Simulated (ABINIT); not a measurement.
# HfO2 (Fm-3m) in ABINIT: notebook

The runs below take HfO2 through equation of state, with PBE, revPBE, HCTH407.

All numbers are computed with ABINIT 10.8.3 (patched build); they aren't measurements. Logs are shortened: lines on timing, memory, paths and dates and some standing lists are left out, and cuts for length are marked. The log counts tension as positive stress, the text compression.

## 1. Starting point

Symmetry: Fm-3m, No. 225, cubic system. Conventional cell: a = 5.115 Å, b = 5.115 Å, c = 5.115 Å, α = 90.00°, β = 90.00°, γ = 90.00°. Hf (site symmetry m-3m) is surrounded by 8 O at 2.21 Å. O (site symmetry -43m) is surrounded by 4 Hf at 2.21 Å.

Measurements of this composition are mostly on another form, of space group No. 14.

## 2. Equation of state, PBE

File run.abi:

```
# Datasets: one volume each
ndtset 7
getwfk -1
scalecart1 3*0.9795861087
scalecart2 3*0.9864848297
scalecart3 3*0.9932883884
scalecart4 3*1.0000000000
scalecart5 3*1.0066227096
scalecart6 3*1.0131594038
scalecart7 3*1.0196128224

# Pseudopotentials
pp_dirpath "./"
pseudos "Hf.GGA_PBE-JTH.xml, O.GGA_PBE-JTH.xml"

# Structure
acell 6.8348581746 6.8348581746 6.8348581746
rprim
     0.0000000000     0.7071067812     0.7071067812
     0.7071067812     0.0000000000     0.7071067812
     0.7071067812     0.7071067812     0.0000000000
ntypat 2
znucl 72 8
natom 3
typat 1 2 2
xred
     0.0000000000     0.0000000000     0.0000000000
     0.7500000000     0.7500000000     0.7500000000
     0.2500000000     0.2500000000     0.2500000000

# Plane-wave basis
ecut 18.0
pawecutdg 36.0

# k points
kptopt 1
ngkpt 9 9 9
nshiftk 1
shiftk 0.0 0.0 0.0

# Exchange and correlation
ixc 11

# Bands and occupations
nband 16
occopt 3
tsmear 0.00183747

# SCF cycle
nstep 100
tolvrs 1.0e-9

# Output
iomode 3
prtwf 1
prtden 0
prteig 0
prtebands 0
enunit 1
```

Potentials or basis: JTH PAW PBE v2.0.

Started as:

```console
> abinit run.abi > log 2>&1
```

run.abo:

```text
.Version 10.8.3 of ABINIT
 DATASET    1 : space group Fm -3 m (#225); Bravais cF (face-center cubic)
================================================================================
 Values of the parameters that define the memory need for DATASET  1.
     intxc =       0    ionmov =       0      iscf =      17    lmnmax =      18
     lnmax =       6     mgfft =      27  mpssoang =       3    mqgrid =    3001
     natom =       3  nloc_mem =       2    nspden =       1   nspinor =       1
    nsppol =       1      nsym =      48    n1xccc =       1    ntypat =       2
    occopt =       3   xclevel =       2
       mpw =         785          nfft =       19683          nkpt =          35
 PAW method is used; the additional fine FFT grid is defined by:
   mgfftf=        40    nfftf =     64000
================================================================================
================================================================================
[... 71 lines left out ...]
 DATASET    7 : space group Fm -3 m (#225); Bravais cF (face-center cubic)
================================================================================
 Values of the parameters that define the memory need for DATASET  7.
     intxc =       0    ionmov =       0      iscf =      17    lmnmax =      18
     lnmax =       6     mgfft =      30  mpssoang =       3    mqgrid =    3001
     natom =       3  nloc_mem =       2    nspden =       1   nspinor =       1
    nsppol =       1      nsym =      48    n1xccc =       1    ntypat =       2
    occopt =       3   xclevel =       2
       mpw =         895          nfft =       27000          nkpt =          35
 PAW method is used; the additional fine FFT grid is defined by:
   mgfftf=        40    nfftf =     64000
================================================================================
================================================================================

--------------------------------------------------------------------------------
------------- Echo of variables that govern the present computation ------------
--------------------------------------------------------------------------------
 -outvars: echo values of preprocessed input variables --------
            acell      6.8348581746E+00  6.8348581746E+00  6.8348581746E+00 Bohr
              amu      1.78490000E+02  1.59994000E+01
             ecut      1.80000000E+01 Hartree
           enunit           1
           getwfk          -1
              ixc          11
           jdtset        1    2    3    4    5    6    7
         kptrlatt        9    0    0      0    9    0      0    0    9
          kptrlen1     6.02579891E+01
          kptrlen2     6.06823551E+01
          kptrlen3     6.11008674E+01
          kptrlen4     6.15137236E+01
          kptrlen5     6.19211111E+01
          kptrlen6     6.23232075E+01
          kptrlen7     6.27201813E+01
            natom           3
            nband          16
           ndtset           7
[... 143 lines left out ...]
  e.g. ecut=   44.033732 Hartrees makes boxcut=2

--- Pseudopotential description ------------------------------------------------
- pspini: atom type   1  psp file is ./Hf.GGA_PBE-JTH.xml
 Pseudopotential format is: paw10
 basis_size (lnmax)=  6 (lmn_size= 18), orbitals=   0   0   1   1   2   2
 Spheres core radius: rc_sph= 2.41119446
 Shapefunction is SIN type: shapef(r)=[sin(pi*r/rshp)/(pi*r/rshp)]**2
 Radius for shape functions =  2.41119446
 Compensation charge density is not taken into account in XC energy/potential

- pspini: atom type   2  psp file is ./O.GGA_PBE-JTH.xml
 Pseudopotential format is: paw10
 basis_size (lnmax)=  4 (lmn_size=  8), orbitals=   0   0   1   1
 Spheres core radius: rc_sph= 1.41465230
 Shapefunction is SIN type: shapef(r)=[sin(pi*r/rshp)/(pi*r/rshp)]**2
 Radius for shape functions =  1.20231231
 Compensation charge density is not taken into account in XC energy/potential

   2.44829958E+03                                ecore*ucvol(ha*bohr**3)
--------------------------------------------------------------------------------

================================================================================

--- !BeginCycle
iteration_state: {dtset: 1, }
solver: {iscf: 17, nstep: 100, nline: 4, wfoptalg: 10, }
tolerances: {tolvrs: 1.00E-09, }
...
[... 1296 lines left out ...]
-Cartesian components of stress tensor (GPa)         [Pressure= -1.8863E+01 GPa]
- sigma(1 1)=  1.88626674E+01  sigma(3 2)=  0.00000000E+00
- sigma(2 2)=  1.88626674E+01  sigma(3 1)=  0.00000000E+00
- sigma(3 3)=  1.88626674E+01  sigma(2 1)=  0.00000000E+00

== END DATASET(S) ==============================================================
================================================================================

 -outvars: echo values of variables after computation  --------
            acell      6.8348581746E+00  6.8348581746E+00  6.8348581746E+00 Bohr
           etotal1    -8.2556484897E+01
           etotal2    -8.2557685824E+01
           etotal3    -8.2558021243E+01
           etotal4    -8.2557568068E+01
           etotal5    -8.2556404392E+01
           etotal6    -8.2554647020E+01
           etotal7    -8.2552289107E+01
            fcart1    -0.0000000000E+00 -0.0000000000E+00 -0.0000000000E+00
                       4.5280845873E-48  8.8867309981E-31 -4.5280845873E-48
                      -4.5280845873E-48 -8.8867309981E-31  4.5280845873E-48
            fcart2    -2.3532223981E-30 -1.1766111991E-30  2.3532223981E-30
                       2.9415279977E-30 -1.1766111991E-30 -1.1766111991E-30
                      -5.8830559954E-31  2.3532223981E-30 -1.1766111991E-30
            fcart3    -5.8427598263E-31 -5.8427598263E-31  2.9213799132E-30
                      -7.5955877742E-30  1.1685519653E-30 -5.8427598263E-31
                       8.1798637568E-30 -5.8427598263E-31 -2.3371039305E-30
            fcart4    -3.6272159323E-32 -3.6272159323E-32  3.6272159323E-32
[... 52 lines left out ...]
           xangst3     0.0000000000E+00  0.0000000000E+00  0.0000000000E+00
                       3.8105025775E+00  3.8105025775E+00  3.8105025775E+00
                       1.2701675258E+00  1.2701675258E+00  1.2701675258E+00
           xangst4     0.0000000000E+00  0.0000000000E+00  0.0000000000E+00
                       3.8362499975E+00  3.8362499975E+00  3.8362499975E+00
                       1.2787499992E+00  1.2787499992E+00  1.2787499992E+00
           xangst5     0.0000000000E+00  0.0000000000E+00  0.0000000000E+00
                       3.8616563671E+00  3.8616563671E+00  3.8616563671E+00
                       1.2872187890E+00  1.2872187890E+00  1.2872187890E+00
           xangst6     0.0000000000E+00  0.0000000000E+00  0.0000000000E+00
                       3.8867327602E+00  3.8867327602E+00  3.8867327602E+00
                       1.2955775867E+00  1.2955775867E+00  1.2955775867E+00
           xangst7     0.0000000000E+00  0.0000000000E+00  0.0000000000E+00
                       3.9114896873E+00  3.9114896873E+00  3.9114896873E+00
                       1.3038298958E+00  1.3038298958E+00  1.3038298958E+00
             xred      0.0000000000E+00  0.0000000000E+00  0.0000000000E+00
                       7.5000000000E-01  7.5000000000E-01  7.5000000000E-01
                       2.5000000000E-01  2.5000000000E-01  2.5000000000E-01
 Calculation completed.
```

Wall time 2 min (1 thread of Arm Neoverse V1, shared host); peak memory 0.15 GiB.

What came out:

* Equilibrium volume: 10.91 Å³/atom
* Bulk modulus: 251 GPa
* Pressure derivative of the bulk modulus: 4.3

Energy against volume, from the lowest point:
```csv
volume (Å³/atom),energy (meV/atom)
10.483,13.94
10.706,3.04
10.929,0.00
11.152,4.11
11.375,14.67
11.598,30.61
11.821,51.99
```

Caveat: the cutoff is too short for stress, so the log's stress isn't used; pressures at fixed basis lie under the slope of the energies. Spin-orbit coupling is left out, which matters for the levels of Hf.

## 3. Equation of state, revPBE

Edit run.abi of step 2 so:

```diff
@@ -1,2 +1 @@
-# Datasets: one volume each
 ndtset 7
@@ -11,3 +10,2 @@
 
-# Pseudopotentials
 pp_dirpath "./"
@@ -15,4 +13,3 @@
 
-# Structure
-acell 6.8348581746 6.8348581746 6.8348581746
+acell 3.6168511858 3.6168511858 3.6168511858 Angstrom
 rprim
@@ -30,7 +27,5 @@
 
-# Plane-wave basis
-ecut 18.0
-pawecutdg 36.0
+ecut 23.0
+pawecutdg 45.0
 
-# k points
 kptopt 1
@@ -40,6 +35,4 @@
 
-# Exchange and correlation
-ixc 11
+ixc 14
 
-# Bands and occupations
 nband 16
@@ -48,3 +41,2 @@
 
-# SCF cycle
 nstep 100
@@ -52,3 +44,2 @@
 
-# Output
 iomode 3
```

Potentials or basis: JTH PAW PBE v2.0.

Started as:

```console
> abinit run.abi > log 2>&1
```

run.abo:

```text
.Version 10.8.3 of ABINIT
 DATASET    1 : space group Fm -3 m (#225); Bravais cF (face-center cubic)
================================================================================
 Values of the parameters that define the memory need for DATASET  1.
     intxc =       0    ionmov =       0      iscf =      17    lmnmax =      18
     lnmax =       6     mgfft =      30  mpssoang =       3    mqgrid =    3001
     natom =       3  nloc_mem =       2    nspden =       1   nspinor =       1
    nsppol =       1      nsym =      48    n1xccc =       1    ntypat =       2
    occopt =       3   xclevel =       2
       mpw =        1131          nfft =       27000          nkpt =          35
 PAW method is used; the additional fine FFT grid is defined by:
   mgfftf=        45    nfftf =     91125
================================================================================
================================================================================
[... 71 lines left out ...]
 DATASET    7 : space group Fm -3 m (#225); Bravais cF (face-center cubic)
[... 1499 lines left out ...]
                      -4.3820698667E-31  1.0224829689E-30 -1.1685519645E-30
            fcart4    -2.1763295579E-31 -2.1763295579E-31  2.1763295579E-31
[... 52 lines left out ...]
           xangst3     0.0000000000E+00  0.0000000000E+00  0.0000000000E+00
                       3.8105025801E+00  3.8105025801E+00  3.8105025801E+00
                       1.2701675267E+00  1.2701675267E+00  1.2701675267E+00
           xangst4     0.0000000000E+00  0.0000000000E+00  0.0000000000E+00
                       3.8362500001E+00  3.8362500001E+00  3.8362500001E+00
                       1.2787500000E+00  1.2787500000E+00  1.2787500000E+00
           xangst5     0.0000000000E+00  0.0000000000E+00  0.0000000000E+00
                       3.8616563698E+00  3.8616563698E+00  3.8616563698E+00
                       1.2872187899E+00  1.2872187899E+00  1.2872187899E+00
           xangst6     0.0000000000E+00  0.0000000000E+00  0.0000000000E+00
                       3.8867327629E+00  3.8867327629E+00  3.8867327629E+00
                       1.2955775876E+00  1.2955775876E+00  1.2955775876E+00
           xangst7     0.0000000000E+00  0.0000000000E+00  0.0000000000E+00
                       3.9114896900E+00  3.9114896900E+00  3.9114896900E+00
                       1.3038298967E+00  1.3038298967E+00  1.3038298967E+00
             xred      0.0000000000E+00  0.0000000000E+00  0.0000000000E+00
                       7.5000000000E-01  7.5000000000E-01  7.5000000000E-01
                       2.5000000000E-01  2.5000000000E-01  2.5000000000E-01
 Calculation completed.
```

Run time: 2.5 min. Hardware: 1 thread of Arm Neoverse V1, shared host; peak memory 0.17 GiB.

What came out:

```
Equilibrium volume                      : 11.07 Å³/atom
Bulk modulus                            : 241 GPa
Pressure derivative of the bulk modulus : 4.4
```

Energy against volume, from the lowest point:
```tsv
volume (Å³/atom)	energy (meV/atom)
10.483	25.05
10.706	8.87
10.929	0.79
11.152	0.00
11.375	5.62
11.598	17.07
11.821	33.78
```

Caveat: pressures at fixed basis lie under the slope of the energies; the PAW data sets were made with another functional, which shifts forces and pressure a little.

## 4. Equation of state, HCTH407

Edit run.abi of step 3 so:

```diff
@@ -1 +1,2 @@
+# Datasets: one volume each
 ndtset 7
@@ -10,2 +11,3 @@
 
+# Pseudopotentials
 pp_dirpath "./"
@@ -13,2 +15,3 @@
 
+# Structure
 acell 3.6168511858 3.6168511858 3.6168511858 Angstrom
@@ -27,2 +30,3 @@
 
+# Plane-wave basis
 ecut 23.0
@@ -30,2 +34,3 @@
 
+# k points
 kptopt 1
@@ -35,8 +40,11 @@
 
-ixc 14
+# Exchange and correlation
+ixc 27
 
+# Bands and occupations
 nband 16
 occopt 3
-tsmear 0.00183747
+tsmear 0.05 eV
 
+# SCF cycle
 nstep 100
@@ -44,2 +52,3 @@
 
+# Output
 iomode 3
@@ -49,2 +58 @@
 prtebands 0
-enunit 1
```

Started as:

```console
> abinit run.abi > log 2>&1
```

Run time: 3.3 min. Hardware: 1 thread of Arm Neoverse V1, shared host; peak memory 0.17 GiB.

The run converged. Its results:

| Property | Result |
| --- | --- |
| Equilibrium volume | 10.84 Å³/atom |
| Bulk modulus | 242 GPa |
| Pressure derivative of the bulk modulus | 4.5 (rough: it moves with the points fitted) |

Energy against volume, from the lowest point:
```csv
volume (Å³/atom),energy (meV/atom)
10.483,8.70
10.706,0.61
10.929,0.00
11.152,6.06
11.375,17.89
11.598,35.05
11.821,56.99
```

Caveat: pressures at fixed basis lie under the slope of the energies; the PAW data sets were made with another functional, which shifts forces and pressure a little. The run has no spin-orbit coupling, so splittings on Hf are missing.

## 5. Summary

| level | cutoff (eV) | fine-grid cutoff | V0 of scaled cells (Å³/atom) | B0 (GPa) |
| --- | --- | --- | --- | --- |
| PBE | 490 | 979.61 eV | 10.91 | 251 |
| revPBE | 626 | 1224.51 eV | 11.07 | 241 |
| HCTH407 | 626 | 1224.51 eV | 10.84 | 242 |

Alike in all rows: task equation of state; potentials or basis JTH PAW PBE v2.0; no spin polarisation; cell as given; k mesh 9 × 9 × 9; smearing fermi-dirac 0.05 eV.

Caveats: pressures at fixed basis lie under the slope of the energies; the PAW data sets were made with another functional, which shifts forces and pressure a little (some runs).

Absolute energies hang on the potentials; compare differences alone.
